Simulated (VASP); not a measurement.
A run of VASP 6.6.1 is set up as follows.

INCAR

```
PREC = Accurate ; ENCUT = 520
EDIFF = 1E-6 ; ISMEAR = 1
SIGMA = 0.1 ; LREAL = F
LASPH = T ; NELM = 80
ALGO = Normal ; ISIF = 2
LWAVE = F ; LCHARG = F
GGA = PE ; ICORELEVEL = 1
```

KPOINTS

```
regular mesh
0
Gamma
  16 16 27
```

POSCAR

```
Cr
1.0
    2.4648693800      0.0000000000      0.0000000000
   -0.8216231300      2.3239011400      0.0000000000
    0.8216231300      1.1619505700      2.0125574200
Cr
1
Direct
    0.0000000000      0.0000000000      0.0000000000
```

Potentials or basis: VASP PAW PBE potentials, release 64 (Cr_pv).

Command:

```bash
$ cat potpaw_PBE.64/Cr_pv/POTCAR > POTCAR
$ mpirun -np 1 vasp_std > vasp.out
```

(1) Estimate the pressure.

(2) What does it give for the band gap on the k mesh?

Results:

(1) 0.0 GPa.

(2) none (metal or under the smearing width).

Caveat: the run has no spin polarisation, though such a crystal can be magnetic.
